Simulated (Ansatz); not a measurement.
# TiO2 under changes of volume

One of the cells (12.226 Å³/atom); the others are scaled copies at fixed shape and fractional positions:

```
Ti O
1.0
     6.15358   -1.88347    0.00000
     6.15358    1.88347    0.00000
    -1.92833    0.00000    6.32897
Ti O
4 8
Cartesian
  10.5189 0.0000 1.8329
  1.8562 0.0000 1.7959
  -0.1400 0.0000 4.4961
  8.5226 0.0000 4.5330
  3.8886 0.0000 1.8569
  1.9846 0.0000 4.1297
  8.7534 0.0000 6.2992
  8.3943 0.0000 2.1993
  10.3741 0.0000 3.9874
  1.6255 0.0000 0.0298
  6.4903 0.0000 4.4721
  0.0047 0.0000 2.3416
```

The cell comes from a database or a generator and needn't be the stable form of this composition.

```yaml
Program: Ansatz 0.2.0
Functional: PBE
Potentials_or_basis: PseudoDojo stringent (PBE files)
Cutoff: 1252 eV
Density_cutoff: 5007 eV
k_mesh: 8 × 8 × 4
Occupations: fermi-dirac, width 0.05 eV
Spin: no spin polarisation
```

```tsv
volume (Å³/atom)	energy over the lowest point (meV/atom)	pressure (GPa)	gap on the mesh (eV)	largest force (eV/Å)
11.492	22.38	11.9	2.98	0.274
11.737	8.00	7.0	2.91	0.147
11.981	0.78	2.5	2.84	0.068
12.226	0.00	-1.5	2.76	0.187
12.470	5.03	-5.1	2.70	0.314
12.715	?	?	?	?
```

**Question.** What does the run at 12.715 Å³/atom give?

**Answer.** Energy over the lowest point 15.27 meV/atom; pressure -8.3 GPa; gap on the mesh 2.63 eV; largest force 0.435 eV/Å.

Worked out: A Birch-Murnaghan fit of order 3 (a polynomial in V^(-2/3)) to the other rows has its minimum at 12.13 Å³/atom with B0 = V·E''(V) = 197 GPa and B' = 4.0 at fixed shape and positions, which overstates the stiffness. It gives 15.37 meV/atom at 12.715 Å³/atom, against the run's 15.27, and -dE/dV = -8.4 GPa, against -8.3. A straight line through the other rows of the gap, of slope -3.48 eV per unit of ln V, extrapolates to 2.63 eV, against the run's 2.63.

Energies are extrapolated to zero smearing.

A mesh can miss the band edges.
